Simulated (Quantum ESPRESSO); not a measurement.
**Moving the Hubbard U on Hf d in HfC**

The cell as given:

The structure is cubic, space group Fm-3m (No. 225). The conventional cell has a = 4.650 Å, b = 4.650 Å, c = 4.650 Å, α = 90.00°, β = 90.00°, γ = 90.00°. Hf (site symmetry m-3m) has 6 C at 2.33 Å as nearest neighbours. Around C (site symmetry m-3m) lie 6 Hf at 2.33 Å.

Kept alike: task relaxation of cell and atoms; functional PBEsol; k mesh 10 × 10 × 10; occupations fermi-dirac, width 0.05 eV; no spin polarisation. Program: Quantum ESPRESSO, GBRV 1.5 PBEsol, cutoff 612 eV. The mesh is that of the run's cell of 2 atoms. No spin-orbit coupling.

| Hubbard U on Hf d, U (eV) | volume (Å³/atom) |
| --- | --- |
| 0 | 12.246 |
| 1 | 12.351 |
| 2 | 12.462 |
| 3 | 12.580 |
| 4 | 12.706 |
| 5 | 12.841 |
| 6 | 12.990 |

U acts here on a shell without spin polarisation. The relaxations keep at least the cell's symmetry (Fm-3m). For a metal such a mesh leaves the last digits unconverged. Relaxations stop with a little pressure left, so the last digits of a volume or edge aren't settled. Runs of this series that gave no sound value for these columns are left out. How U acts hangs on the program's projectors.

The volume rises from 12.246 to 12.990 Å³/atom between 0 and 6 eV.
